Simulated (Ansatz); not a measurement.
# CuO (P1) in Ansatz: band structure with LDA+U

Aim: the band structure of CuO with LDA+U.

Program: Ansatz 0.2.0. These are calculated values, not measurements. Logs are shortened: lines on timing, memory, paths and dates and some standing lists are left out, and cuts for length are marked.

## 1. The crystal as given

The typed cell holds 8 atoms: a = 2.900 Å, b = 5.544 Å, c = 5.643 Å, α = 113.11°, β = 101.64°, γ = 92.01°.

## 2. Band structure, LDA+U

Input file input.yaml:

```yaml
crystal:
  lattice:
    - [2.34185, -1.7113, 0.0]
    - [-1.49182, -1.7113, -5.05787]
    - [2.34185, 5.1339, 0.0]
  atoms:
    - { symbol: Cu, position: [0.32132716, 0.95657656, 0.29054178] }
    - { symbol: Cu, position: [0.67867284, 0.04342344, 0.70945822] }
    - { symbol: Cu, position: [0.3225567, 0.52186451, 0.68364633] }
    - { symbol: Cu, position: [0.6774433, 0.47813549, 0.31635367] }
    - { symbol: O, position: [0.41767164, 0.70732048, 0.00989985] }
    - { symbol: O, position: [0.41392836, 0.79267952, 0.65850015] }
    - { symbol: O, position: [0.22493959, 0.34816805, 0.07342398] }
    - { symbol: O, position: [0.94346041, 0.15183195, 0.25817602] }
hamiltonian:
  xc: lda
  pseudopotentials: { kind: paw }
  hubbard: { sites: [{ species: Cu, l: d, u_eff: 5.3 }] }
kpoints:
  mp_grid: { grid: [9, 5, 5] }
  band_path:
    path:
      - [[0.5, 0.0, 0.0], [0.0, 0.0, 0.0], [0.0, -0.5, 0.0]]
      - [[0.5, -0.5, 0.0], [0.0, 0.0, 0.0], [0.0, 0.5, -0.5]]
      - [[0.5, 0.5, -0.5], [0.0, 0.0, 0.0], [0.0, 0.0, -0.5]]
      - [[0.5, 0.0, -0.5], [0.0, 0.0, 0.0]]
    npoints: 10
scf:
  occupations: { method: fermi_dirac, width: 0.05 }
  n_extra_bands: 20
output:
  forces: true
  stress: true
  eigenvalues: true
  fatbands: true
  write_density: true
  write_potential: true
  elf: true
  volumetric_format: npy
```

Potentials or basis: Ansatz PAW.

Run with:

```
$ ansatz run input.yaml --threads 4 --pin off --max-ram 11264MiB --backend cpu --events-out ev --progress --plain --runs-dir out
```

The program printed:

```text
Warning: RAYON_NUM_THREADS=4 ignored (pool sized by the plan → 4); use --threads N
Cu: projections on atomic orbitals take those of the free atom [Ne] 3s2 3p6 3d10 4s1, of charge +0.00 (hamiltonian.pseudopotentials.projection_atoms); the dataset's partial waves leave at most 2.0e-6 of an orbital's norm unspanned inside its sphere
O: projections on atomic orbitals take those of the free atom [He] 2s2 2p4, of charge +0.00 (hamiltonian.pseudopotentials.projection_atoms); the dataset's partial waves leave at most 1.9e-8 of an orbital's norm unspanned inside its sphere
scf.n_extra_bands = 20 over 50 filled bands (N_el = 100.0): the run solves 70 bands
Engine: ansatz 0.2.0, aarch64-unknown-linux-gnu
Pseudopotentials: kind: paw
Pseudopotential: Cu, paw, valence charge 19, recommended cutoff 420 eV (normal), Cu.paw.azcp
Pseudopotential: O, paw, valence charge 6, recommended cutoff 420 eV (normal), O.paw.azcp
Functional definition: SPW92
  exchange = slater_x
  correlation = pw_c
Crystal: 8 atoms, lattice volume = 81.080 Å³
Basis set: ecut = 420 eV, 1587 PW (Γ)
Bands: 70, of which v1, the nominal top of the filled ones, is band 50 counted from 1 (49 counted from 0)
Symmetry: 1 space group operations
Space group: P1 (ITA 1), of the structure as read, at distance tolerance 4.3e-5 Å
k-points: 113 of 225 (time reversal used)
Non-local potential: Cu, projectors of the file, l = 0: 3, l = 1: 2, l = 2: 3, l = 3: 1
Non-local potential: O, projectors of the file, l = 0: 2, l = 1: 2, l = 2: 1
PAW form: soft (Blöchl's): semilocal exchange-correlation on the pseudo side does not see the compensation charge
PAW frozen core: Cu, regenerated for the run's functional, and the local potential with it (the file was generated under x = pbe(κ = 0.804, μ = 0.2195149727645171), c = pbe(β = 0.06672455060314922))
PAW frozen core: O, regenerated for the run's functional, and the local potential with it (the file was generated under x = pbe(κ = 0.804, μ = 0.2195149727645171), c = pbe(β = 0.06672455060314922))
PAW one-centre angular grid: Cu, 590 points (default); XC on 64 Gauss nodes
PAW one-centre angular grid: O, 110 points (default); XC on 64 Gauss nodes
[... 39 lines left out ...]
  E_nonlocal   = 1810.599151
  E_hartree    = 8903.676616
  E_xc         = -642.994929
  E_vxc        = -830.698498  (∫ρ·V_xc dr)
  E_hubbard    = 4.175500  (on-site DFT+U / exact-exchange correction)
  E_vhub       = -93.007362  (the Hubbard potential's part of the band-sum identity)
  E_paw        = -6972.957853  (= ΣΔE_a)
  E_vpaw       = -1973.717177  (= ΣTr[D̂ρ^β])
  E_aug_tail   = 0.010693  (compensation charges beyond the density's cutoff)
  E_ewald      = -12968.014858
  E_core_change = 2.186326  (= ΣΔE_core)
  E_smearing   = -0.034422  (= −TS)
  E_closure    = 0.000000  (closes the sum)
  Σ components = -28423.058467   (vs F -28423.058467, Δ=0.00e0)
--- Forces (eV/Å), atoms counted from 1 ---
  atom   1  Cu     3.55701168    -0.43184753     2.55756519
  atom   2  Cu     5.15305232    -5.32319507   -13.96897461
  atom   3  Cu     0.19045565     1.97711982     7.94636259
  atom   4  Cu     5.26403867     0.16160098    -3.06964776
  atom   5  O      1.93277957     1.92288388     1.14246663
  atom   6  O     -5.53289757     1.76932747     6.77717006
  atom   7  O     -6.80664483    -1.44419280     2.47633290
  atom   8  O     -3.75769565     1.36826733    -3.86127317
  max |Σ_I F_I| component: 9.99e-5 eV/Å
--- Stress (GPa, compression-positive) ---
       36.590975       1.493893      -2.863998
        1.493894      25.672871      18.190688
       -2.864004      18.190693      65.888232
  P = ⅓ Tr σ = 42.7174 GPa (427.174 kbar)
--- Band table (eV; the first three rows and the last of 113) ---
  k-point 0: bands = ["-100.3580", "-99.8115", "-99.6124", "-99.5495", "-58.4595", "-58.2769", "-57.9507", "-57.9382", "-57.8942", "-57.7254", "-57.6394", "-57.4078", "-57.3541", "-57.3378", "-57.1650", "-57.1509", "-9.0745", "-8.4198", "-6.9366", "-6.4883", "2.2355", "3.0875", "3.3748", "4.0330", "4.1374", "4.3646", "4.5671", "4.9482", "5.3967", "5.6416", "5.8797", "5.9938", "6.1220", "6.3097", "6.4930", "6.6328", "6.9540", "7.1365", "7.3312", "7.4878", "7.7077", "8.1063", "8.4020", "9.1418", "9.4681", "10.1438", "10.3675", "10.5806", "10.8004", "11.1752", "11.2692", "11.6225", "11.8091", "15.7985", "16.2091", "18.3737", "19.7985", "20.9886", "21.2446", "24.4516", "24.5803", "25.3265", "26.5045", "26.6340", "27.5748", "28.3489", "29.2234", "29.4815", "30.1412", "30.5892"]
  k-point 1: bands = ["-100.3579", "-99.8113", "-99.6123", "-99.5493", "-58.4595", "-58.2770", "-57.9507", "-57.9382", "-57.8942", "-57.7254", "-57.6394", "-57.4078", "-57.3542", "-57.3378", "-57.1650", "-57.1510", "-9.0277", "-8.4600", "-6.9607", "-6.4808", "2.2483", "3.0304", "3.4282", "3.9180", "4.1232", "4.4388", "4.6389", "5.0591", "5.3928", "5.6123", "5.8490", "6.0019", "6.1524", "6.3180", "6.4954", "6.6819", "6.9811", "7.1469", "7.2953", "7.4570", "7.6575", "8.1975", "8.4254", "8.9265", "9.3369", "10.1614", "10.2722", "10.5890", "10.7880", "11.0394", "11.2942", "11.7218", "12.1578", "15.6471", "16.1574", "18.2730", "19.9183", "20.7131", "21.9955", "23.9152", "24.3863", "25.4305", "26.1616", "27.1660", "27.6645", "28.4814", "28.7131", "29.5188", "30.0525", "30.4299"]
  k-point 2: bands = ["-100.3577", "-99.8111", "-99.6120", "-99.5491", "-58.4595", "-58.2770", "-57.9507", "-57.9382", "-57.8942", "-57.7255", "-57.6394", "-57.4078", "-57.3543", "-57.3378", "-57.1650", "-57.1510", "-8.9309", "-8.5461", "-6.9968", "-6.4712", "2.2674", "2.9874", "3.4527", "3.7181", "4.2482", "4.5567", "4.6598", "5.1420", "5.4107", "5.6116", "5.8608", "6.0108", "6.1741", "6.3990", "6.5622", "6.7084", "7.0036", "7.0971", "7.2423", "7.3766", "7.6251", "8.2199", "8.4498", "8.6621", "9.2263", "10.0914", "10.2272", "10.5769", "10.7471", "10.8337", "11.3500", "11.8665", "12.8428", "15.0530", "16.1895", "18.1414", "20.0778", "20.9438", "22.5355", "23.6748", "24.0684", "24.9064", "26.1886", "27.1202", "27.6375", "28.5640", "29.0398", "29.4777", "30.0967", "30.5027"]
  k-point 112: bands = ["-100.3576", "-99.8104", "-99.6113", "-99.5492", "-58.4587", "-58.2761", "-57.9554", "-57.9413", "-57.9076", "-57.7292", "-57.6383", "-57.4145", "-57.3542", "-57.3370", "-57.1739", "-57.1585", "-8.6174", "-7.9353", "-6.9400", "-6.2591", "2.2441", "3.1529", "3.3853", "3.5230", "3.7542", "4.1553", "4.5950", "5.2123", "5.3655", "5.5358", "5.6261", "6.0621", "6.2397", "6.4276", "6.6505", "7.0572", "7.1518", "7.4093", "7.5056", "7.5553", "7.8435", "8.0594", "8.3489", "8.7823", "9.1305", "9.4759", "9.8208", "10.0861", "10.4810", "10.9108", "11.3437", "11.6813", "13.9399", "15.6119", "16.5352", "17.6307", "19.3646", "19.5713", "21.0539", "22.1076", "22.4538", "23.7917", "24.5193", "26.2442", "26.5127", "27.4722", "27.6787", "28.5792", "29.4613", "29.9702"]
Occupation matrices written to <dir>
```

Run time: 54 s. Hardware: 4 threads of Arm Neoverse V1, shared host; peak memory 1 GiB.

Results:

- Free energy: -28423.0585 eV
- Pressure: 42.7 GPa
- Largest force: 15.812 eV/Å
- Band gap on the k mesh: none (metal or under the smearing width)

Forces on the atoms (eV/Å):
```
Cu    3.557  -0.432   2.558
Cu    5.153  -5.323 -13.969
Cu    0.190   1.977   7.946
Cu    5.264   0.162  -3.070
O     1.933   1.923   1.142
O    -5.533   1.769   6.777
O    -6.807  -1.444   2.476
O    -3.758   1.368  -3.861
```

Levels at the corners of the path, in eV from the Fermi level:
| point | band 48 | band 49 | band 50 | band 51 | band 52 | band 53 |
| --- | --- | --- | --- | --- | --- | --- |
| X | -0.74 | -0.69 | -0.34 | -0.02 | 0.77 | 3.21 |
| Γ | -0.50 | -0.29 | 0.09 | 0.18 | 0.54 | 0.72 |
| Y | -0.49 | -0.40 | 0.12 | 0.39 | 0.63 | 1.67 |
| L | -0.83 | -0.64 | -0.18 | 0.47 | 0.83 | 2.99 |
| Γ | -0.50 | -0.29 | 0.09 | 0.18 | 0.54 | 0.72 |
| Z | -0.82 | -0.59 | -0.39 | -0.06 | 0.60 | 1.96 |
| N | -1.08 | -0.69 | -0.35 | 0.06 | 0.56 | 3.36 |
| Γ | -0.50 | -0.29 | 0.09 | 0.18 | 0.54 | 0.72 |
| M | -0.52 | -0.36 | -0.26 | 0.27 | 0.80 | 1.92 |
| R | -1.07 | -0.48 | -0.43 | -0.10 | 0.44 | 2.78 |
| Γ | -0.50 | -0.29 | 0.09 | 0.18 | 0.54 | 0.72 |

Eigenvalues of the final occupation matrices:
```csv
site,spin,trace,eigenvalues
site 1,1,4.76,0.89 0.94 0.97 0.98 0.99
site 2,1,4.81,0.88 0.97 0.98 0.99 1.00
site 3,1,4.76,0.82 0.97 0.98 0.99 0.99
site 4,1,4.79,0.87 0.97 0.97 0.99 0.99
```

Caveat: a pressure of tens of GPa on the cell as given is suspect, and the run, the potentials or the cell itself is likely at fault; the pressure holds a Pulay correction of +0.9 GPa for the finite cutoff; the run has no spin polarisation, though such a crystal can be magnetic; U without spin polarisation on a metal has little footing; the PAW data sets come from PBE, with cores solved anew for the run's functional, which leaves a small shift of forces and pressure; forces of over 1 eV/Å show positions far from the minimum, so gaps and moduli don't describe the material at rest.
